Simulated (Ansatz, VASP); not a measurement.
# Tl: VASP beside Ansatz

The input INCAR:

```
  PREC = Accurate
  ENCUT = 520
  EDIFF = 1E-8
  ISMEAR = -1
  SIGMA = 0.05
  LREAL = F
  LASPH = T
  NELM = 60
  ALGO = Normal
  ISIF = 2
  LWAVE = F
  LCHARG = F
  GGA = PE
  LEFG = T
  NBANDS = 12
```

The input KPOINTS:

```
Automatic mesh
0
Gamma
  14 14 14
```

Contents of POSCAR:

```
Tl
1.0
    0.0000000000      2.1211798878      2.1211798878
    2.1211798878      0.0000000000      2.1211798878
    2.1211798878      2.1211798878      0.0000000000
Tl
1
Direct
    0.0000000000      0.0000000000      0.0000000000
```

Input for Ansatz:

```yaml
crystal:
  lattice:
    - [0.0, 2.1211798878, 2.1211798878]
    - [2.1211798878, 0.0, 2.1211798878]
    - [2.1211798878, 2.1211798878, 0.0]
  atoms:
    - { symbol: Tl, position: [0.0, 0.0, 0.0] }
kpoints:
  mp_grid: { grid: [14, 14, 14] }
scf:
  occupations: { method: fermi_dirac, width: 0.05 }
hamiltonian:
  xc: pbe
  pseudopotentials: { kind: paw }
output:
  forces: true
  stress: true
  eigenvalues: true
  efg: { contact_densities: true }
```

Change from the starting cell: volume scaled by 0.9405, PAW files.

Alike in both runs: task electric field gradients; functional PBE; k mesh 14 × 14 × 14; occupations fermi-dirac, width 0.05 eV; no spin polarisation.

```csv
,VASP,Ansatz
version,VASP 6.6.1,Ansatz 0.2.0
potentials or method,"VASP PAW PBE potentials, release 64 (Tl_d)","PAW with Ansatz's default frozen-core files, scalar-relativistic"
plane-wave cutoff (eV),520,420
valence electrons in the cell,13,13
```

Ansatz gave:

* pressure (GPa): 50.8
* Vzz of the field gradient on the site that differs most (V/Å²): 0.0

**Question.** Which values does VASP return?

**Answer.** Pressure (GPa): 50.7; Vzz of the field gradient on the site that differs most (V/Å²): 0.0.

Ansatz warned: «gradients_without_spin_orbit».

Caveats: so large a pressure means that the cell lies far from this level's equilibrium, or that cutoff or potentials fall short (VASP). The runs have no spin-orbit coupling, so splittings on Tl are missing.
